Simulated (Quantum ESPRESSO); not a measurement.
# MgO in Quantum ESPRESSO: the effect of functional

Crystal: MgO.

```
CELL_PARAMETERS angstrom
0.00000 2.09700 2.09700
2.09700 0.00000 2.09700
2.09700 2.09700 0.00000
ATOMIC_POSITIONS crystal
Mg 0.00000 0.00000 0.00000
O 0.50000 0.50000 0.50000
```

The cell is a database's computed one.

Alike in all runs:

| Item | Value |
| --- | --- |
| Program | Quantum ESPRESSO 7.5 |
| Cutoff | 612 eV |
| Density cutoff | 4898 eV |
| k mesh | 6 × 6 × 6, shifted |
| Occupations | fermi-dirac, width 0.05 eV |
| Spin | no spin polarisation |

Each run relaxes the cell or the atoms first.

Q: One run gave: relaxed volume 9.85 Å³/atom; dielectric constant 3.23 mean; highest phonon frequency 351 cm⁻¹. Which functional did it use?
A. BLYP
B. WC
C. PBE
D. revPBE
E. PBEsol

A: D.

```csv
functional,potentials or basis,relaxed volume (Å³/atom),dielectric constant (mean),highest phonon frequency (cm⁻¹)
LDA,GBRV 1.5 LDA,9.01,3.19,409
PBE,GBRV 1.5 PBE,9.63,3.24,366
PBEsol,GBRV 1.5 PBEsol,9.36,3.25,386
BLYP,GBRV 1.5 PBE,9.79,3.15,353
WC,GBRV 1.5 PBE,9.40,3.25,383
revPBE,GBRV 1.5 PBE,9.85,3.23,351
vdW-DF-cx,GBRV 1.5 PBE,9.47,3.21,387
```

Caveats: the potentials were made for another functional, which shifts forces and pressure (some runs); before the sum rule the acoustic modes lie tens of cm⁻¹ from zero, a sign that the density grid also shifts the optical modes (some runs).

Not every run made on this cell is shown here.
